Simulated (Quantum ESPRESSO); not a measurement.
# Ti (P6_3/mmc) in Quantum ESPRESSO: settings compared, part 2 of 2

Quantum ESPRESSO 7.5. The steps go on from the part before.

### Step 4. Single point, LDA, 16.93 Å³/atom

pw.in reads:

```
&CONTROL
  calculation = 'scf'
  prefix = 'pwscf'
  outdir = './tmp'
  pseudo_dir = './pseudo'
  tstress = .true.
  disk_io = 'nowf'
/
&SYSTEM
  ibrav = 0
  nat = 2
  ntyp = 1
  ecutwfc = 45
  ecutrho = 360
  nbnd = 19
  occupations = 'smearing'
  smearing = 'fd'
  degauss = 0.00367493
/
&ELECTRONS
  conv_thr = 4d-10
  electron_maxstep = 120
  mixing_beta = 0.5
/
ATOMIC_SPECIES
Ti    47.8670 ti_lda_v1.4.uspp.F.UPF
CELL_PARAMETERS angstrom
   2.9101302477    0.0000000000    0.0000000000
  -1.4550651239    2.5202467229    0.0000000000
   0.0000000000    0.0000000000    4.6167490031
ATOMIC_POSITIONS crystal
Ti     0.6666666667    0.3333333333    0.7500000000
Ti     0.3333333333    0.6666666667    0.2500000000
K_POINTS automatic
10 10 6 0 0 0
```

Run with:

```
OMP_NUM_THREADS=1 mpirun -n 2 pw.x -nk 2 -in pw.in > pw.out
```

Wall time 12 s (2 MPI ranks of Arm Neoverse V2, shared host); peak memory 0.2 GiB.

The run converged. Its results:

| Item | Value |
| --- | --- |
| Free energy | -3244.6523 eV |
| Pressure | -5.8 GPa |
| Band gap on the k mesh | none (metal or under the smearing width) |

### Step 5. Single point, LDA, 17.28 Å³/atom

pw.in, as its differences from that of step 4:

```diff
@@ -27,5 +27,5 @@
 CELL_PARAMETERS angstrom
-   2.9101302477    0.0000000000    0.0000000000
-  -1.4550651239    2.5202467229    0.0000000000
-   0.0000000000    0.0000000000    4.6167490031
+   2.9302007457    0.0000000000    0.0000000000
+  -1.4651003729    2.5376282840    0.0000000000
+   0.0000000000    0.0000000000    4.6485896576
 ATOMIC_POSITIONS crystal
```

Run with:

```
OMP_NUM_THREADS=1 mpirun -n 2 pw.x -nk 2 -in pw.in > pw.out
```

Wall time 12 s (2 MPI ranks of Arm Neoverse V2, shared host); peak memory 0.2 GiB.

It converged, with:

- Free energy: -3244.6223 eV
- Pressure: -7.9 GPa
- Band gap on the k mesh: none (metal or under the smearing width)

### Step 6. Single point, LDA, 17.64 Å³/atom

pw.in, as its differences from that of step 5:

```diff
@@ -27,5 +27,5 @@
 CELL_PARAMETERS angstrom
-   2.9302007457    0.0000000000    0.0000000000
-  -1.4651003729    2.5376282840    0.0000000000
-   0.0000000000    0.0000000000    4.6485896576
+   2.9500000000    0.0000000000    0.0000000000
+  -1.4750000000    2.5547749412    0.0000000000
+   0.0000000000    0.0000000000    4.6800000000
 ATOMIC_POSITIONS crystal
```

Potentials or basis: GBRV 1.5 LDA.

Run with:

```
OMP_NUM_THREADS=1 mpirun -n 2 pw.x -nk 2 -in pw.in > pw.out
```

Run time: 10 s. Hardware: 2 MPI ranks of Arm Neoverse V2, shared host; peak memory 0.2 GiB.

The run converged. Its results:

```
Free energy            : -3244.5837 eV
Pressure               : -9.7 GPa
Band gap on the k mesh : none (metal or under the smearing width)
```

### Step 7. Single point, LDA, 17.99 Å³/atom

pw.in, as its differences from that of step 6:

```diff
@@ -27,5 +27,5 @@
 CELL_PARAMETERS angstrom
-   2.9500000000    0.0000000000    0.0000000000
-  -1.4750000000    2.5547749412    0.0000000000
-   0.0000000000    0.0000000000    4.6800000000
+   2.9695369932    0.0000000000    0.0000000000
+  -1.4847684966    2.5716944736    0.0000000000
+   0.0000000000    0.0000000000    4.7109942807
 ATOMIC_POSITIONS crystal
```

Run with:

```
OMP_NUM_THREADS=1 mpirun -n 2 pw.x -nk 2 -in pw.in > pw.out
```

It took 12 s on 2 MPI ranks of Arm Neoverse V2, shared host; peak memory 0.2 GiB.

The run converged. Its results:

| Item | Value |
| --- | --- |
| Free energy | -3244.5371 eV |
| Pressure | -11.5 GPa |
| Band gap on the k mesh | none (metal or under the smearing width) |

### Step 8. Single point, LDA, 18.34 Å³/atom

pw.in, as its differences from that of step 7:

```diff
@@ -27,5 +27,5 @@
 CELL_PARAMETERS angstrom
-   2.9695369932    0.0000000000    0.0000000000
-  -1.4847684966    2.5716944736    0.0000000000
-   0.0000000000    0.0000000000    4.7109942807
+   2.9888202413    0.0000000000    0.0000000000
+  -1.4944101206    2.5883942563    0.0000000000
+   0.0000000000    0.0000000000    4.7415860099
 ATOMIC_POSITIONS crystal
```

Run with:

```
OMP_NUM_THREADS=1 mpirun -n 2 pw.x -nk 2 -in pw.in > pw.out
```

Wall time 9.7 s (2 MPI ranks of Arm Neoverse V2, shared host); peak memory 0.2 GiB.

Results (log left out):

```yaml
Free_energy: -3244.4833 eV
Pressure: -13.0 GPa
Band_gap_on_the_k_mesh: none (metal or under the smearing width)
```

### Step 9. Single point, LDA, 18.69 Å³/atom

pw.in, as its differences from that of step 8:

```diff
@@ -27,5 +27,5 @@
 CELL_PARAMETERS angstrom
-   2.9888202413    0.0000000000    0.0000000000
-  -1.4944101206    2.5883942563    0.0000000000
-   0.0000000000    0.0000000000    4.7415860099
+   3.0078578261    0.0000000000    0.0000000000
+  -1.5039289131    2.6048812885    0.0000000000
+   0.0000000000    0.0000000000    4.7717880089
 ATOMIC_POSITIONS crystal
```

Potentials or basis: GBRV 1.5 LDA.

Run with:

```
OMP_NUM_THREADS=1 mpirun -n 2 pw.x -nk 2 -in pw.in > pw.out
```

It took 9.9 s on 2 MPI ranks of Arm Neoverse V2, shared host; peak memory 0.2 GiB.

Results (log left out):

| Property | Result |
| --- | --- |
| Free energy | -3244.4230 eV |
| Pressure | -14.4 GPa |
| Band gap on the k mesh | none (metal or under the smearing width) |

### Step 10. Equation of state, LDA

This step only gathers the single runs of the series.

Results:

```
Equilibrium volume                        : 16.11 Å³/atom (rough: see the caveat)
Bulk modulus at fixed shape and positions : 126 GPa (rough)
```

Energy against volume, from the lowest point:
```tsv
volume (Å³/atom)	energy (meV/atom)
16.577	0.00
16.930	10.13
17.283	25.09
17.636	44.42
17.988	67.73
18.341	94.63
18.694	124.76
```

Caveat: the minimum lies outside the volumes run; the cell was scaled at fixed shape and fractional positions, which overstates the stiffness of a crystal with free parameters, most of all of layers and chains.

### Step 11. For comparison

An earlier run on the cell as given: functional PBEsol; potentials or basis GBRV 1.5 PBEsol; cutoff 612 eV; density cutoff 4898 eV; k mesh 10 × 10 × 6; occupations fermi-dirac, width 0.05 eV; no spin polarisation.

- Pressure: -5.7 GPa
- Band gap on the k mesh: none (metal or under the smearing width)

### Step 12. Summary

| task | level | potentials or basis | form of the LDA correlation | gap on the mesh (eV) | pressure (GPa) |
| --- | --- | --- | --- | --- | --- |
| band structure | PBEsol | GBRV 1.5 PBEsol | - | none | -5.7 |
| equation of state | LDA | GBRV 1.5 LDA | PZ81 | - | - |
| single point | PBEsol | GBRV 1.5 PBEsol | - | none | -5.7 |

Alike in all rows: no spin polarisation; cell as given; k mesh 10 × 10 × 6; cutoff (eV) 612; smearing fermi-dirac 0.05 eV.

Caveats: the minimum lies outside the volumes run (some runs); the cell was scaled at fixed shape and fractional positions, which overstates the stiffness of a crystal with free parameters, most of all of layers and chains (some runs).

Total energies depend on the potentials used, so only differences within one code and one set of settings carry meaning.
